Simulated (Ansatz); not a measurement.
# Mg2Sn: the cost of one run

Computed with Ansatz 0.2.0 (reference: DFT, HSE06, plane waves, PAW, unless a step's input says otherwise).

2 further runs of the same task are left out: 1 for a known fault of the program, 1 that didn't finish. Runs told in other sessions of the task aren't counted.

### Step 1. Starting point

It takes space group Fm-3m (No. 225, cubic). Conventional cell: a = 6.760 Å, b = 6.760 Å, c = 6.760 Å, α = 90.00°, β = 90.00°, γ = 90.00°. Around Sn (site symmetry m-3m) lie 8 Mg at 2.93 Å. Mg (site symmetry -43m) has 4 Sn at 2.93 Å in its first shell of neighbours.

As a file:

```cif
data_structure
_symmetry_space_group_name_H-M 'P 1'
_symmetry_Int_Tables_number 1
_cell_length_a 4.7800
_cell_length_b 4.7800
_cell_length_c 4.7800
_cell_angle_alpha 60.000
_cell_angle_beta 60.000
_cell_angle_gamma 60.000
_cell_volume 77.22
loop_
_atom_site_label
_atom_site_type_symbol
_atom_site_fract_x
_atom_site_fract_y
_atom_site_fract_z
_atom_site_occupancy
Sn1 Sn 0.00000 0.00000 0.00000 1
Mg1 Mg 0.25000 0.25000 0.25000 1
Mg2 Mg 0.75000 0.75000 0.75000 1
```

### Step 2. Reference

Input file input.yaml:

```yaml
crystal:
  lattice:
    - [0.0, 3.3799352825, 3.3799352825]
    - [3.3799352825, 0.0, 3.3799352825]
    - [3.3799352825, 3.3799352825, 0.0]
  atoms:
    - { symbol: Sn, position: [0.0, 0.0, 0.0] }
    - { symbol: Mg, position: [0.25, 0.25, 0.25] }
    - { symbol: Mg, position: [0.75, 0.75, 0.75] }
kpoints:
  mp_grid: { grid: [4, 4, 4] }
hamiltonian:
  xc: hse06
scf:
  occupations: { method: fermi_dirac, width: 0.02 }
  n_extra_bands: 4
output:
  forces: true
  stress: true
  eigenvalues: true
```

Started as:

```sh
ansatz run input.yaml --threads 4 --pin off --max-ram 3686MiB --backend cpu --events-out ev --progress --plain --runs-dir out
```

**Question.** How long does this run take on 4 threads of Arm Neoverse N1, shared host, and how much memory does it need?

About 12 s, with a peak of 0.84 GiB.
